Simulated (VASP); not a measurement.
Here is a VASP 6.6.1 calculation.

File POSCAR:

```
C                                       
1.0
    0.0000000000      1.7774542777      1.7774542777
    1.7774542777      0.0000000000      1.7774542777
    1.7774542777      1.7774542777      0.0000000000
  C             
     2
Direct
     0.0000000000000000    0.0000000000000000    0.0000000000000000
     0.2500000000000000    0.2500000000000000    0.2500000000000000
```

Contents of INCAR.step1:

```
ALGO = Normal
EDIFF = 1E-5
ENCUT = 520
GGA = PE
ISIF = 2
ISMEAR = 0
KPAR = 4
LASPH = T
LCHARG = F
LREAL = F
LWAVE = T
NELM = 80
PREC = Accurate
SIGMA = 0.03
```

File INCAR.step2:

```
AEXX = 0.25
ALGO = Normal
EDIFF = 1E-6
ENCUT = 520
GGA = PE
HFRCUT = -1
ISIF = 2
ISMEAR = 0
ISTART = 1
KPAR = 4
LASPH = T
LCHARG = F
LHFCALC = T
LREAL = F
LWAVE = F
NELM = 80
PREC = Accurate
PRECFOCK = Fast
SIGMA = 0.03
```

Contents of KPOINTS:

```
k-points
0
Gamma
  8 8 8
```

The input KPOINTS_OPT:

```
explicit points
6
Reciprocal
 0.0000000000  0.0000000000  0.0000000000 1
 0.3750000000  0.3750000000  0.7500000000 1
 0.5000000000  0.5000000000  0.5000000000 1
 0.6250000000  0.2500000000  0.6250000000 1
 0.5000000000  0.2500000000  0.7500000000 1
 0.5000000000  0.0000000000  0.5000000000 1
```

Potentials or basis: VASP PAW PBE potentials, release 64 (C).

Command:

```console
$ cat potpaw_PBE.64/C/POTCAR > POTCAR
$ cp INCAR.step1 INCAR
$ mpirun -np 4 vasp_std > vasp.out
$ cp INCAR.step2 INCAR
$ mpirun -np 4 vasp_std > vasp.out
```

Question: Estimate the pressure.

Answer: -2.9 GPa.

Question: What does it give for the band gap along the path?

Answer: 6.69 eV, indirect (least direct gap 7.73 eV).

Question: What does it give for the band gap on the k mesh?

Answer: 6.05 eV, indirect (least direct gap 7.73 eV).

Caveat: the PAW data sets were made with another functional, which shifts forces and pressure a little.
